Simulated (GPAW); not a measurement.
Al in GPAW: convergence with k mesh

Crystal: Al.

```xyz
1
Lattice="-1.5759 1.6569 1.6580 1.4795 -1.5976 1.5023 1.6145 1.6362 -1.5987" Properties=species:S:1:pos:R:3 pbc="T T T"
Al    0.0000    0.0000    0.0000
```

This isn't the form of Al at room conditions, which is fcc.

* Program: GPAW 26.7.0
* Task: convergence study
* Functional: LDA
* Potentials or basis: the program's PAW data sets (release 1.2.1) made for this functional
* Cutoff: 600 eV
* Basis: pw
* k mesh: 3 × 3 × 3
* Occupations: fermi-dirac, width 0.05 eV
* Spin: no spin polarisation

These are the settings of the first run; the series varies k mesh, with any setting tied to it.

Hardware: 1 thread of Arm Neoverse V2, on a shared host.

The values tried are 3 × 3 × 3, 4 × 4 × 4, 5 × 5 × 5, 6 × 6 × 6, 7 × 8 × 7, 9 × 9 × 9, 10 × 11 × 10, 12 × 13 × 13, 15 × 16 × 15, loosest first. From which on does the pressure stay within 0.1 GPa of the tightest run that finished?

From 12 × 13 × 13 on.

| k mesh | energy less the tightest run, at zero smearing (meV/atom) | pressure (GPa) | SCF cycles | CPU time (s) | peak memory (GiB) |
| --- | --- | --- | --- | --- | --- |
| 3 × 3 × 3 | 112.46 | 2.45 | 8 | 1.5 | 0.12 |
| 4 × 4 × 4 | 178.71 | -0.29 | 8 | 2.5 | 0.12 |
| 5 × 5 × 5 | -24.54 | 1.75 | 8 | 3.7 | 0.12 |
| 6 × 6 × 6 | -20.07 | 1.71 | 8 | 5.8 | 0.13 |
| 7 × 8 × 7 | -21.22 | 1.51 | 8 | 9.5 | 0.14 |
| 9 × 9 × 9 | 1.72 | 1.32 | 8 | 17 | 0.17 |
| 10 × 11 × 10 | 5.16 | 1.10 | 8 | 25 | 0.2 |
| 12 × 13 × 13 | 2.08 | 1.28 | 8 | 45 | 0.28 |
| 15 × 16 × 15 | 0.00 | 1.37 | 8 | 80 | 0.4 |

Not settled before the last step: the energy (to 1 meV/atom). Meshes of other sizes hit other points, so gaps and Fermi surfaces needn't settle smoothly. The tightest run that finished is the yardstick and may itself not be fully converged.
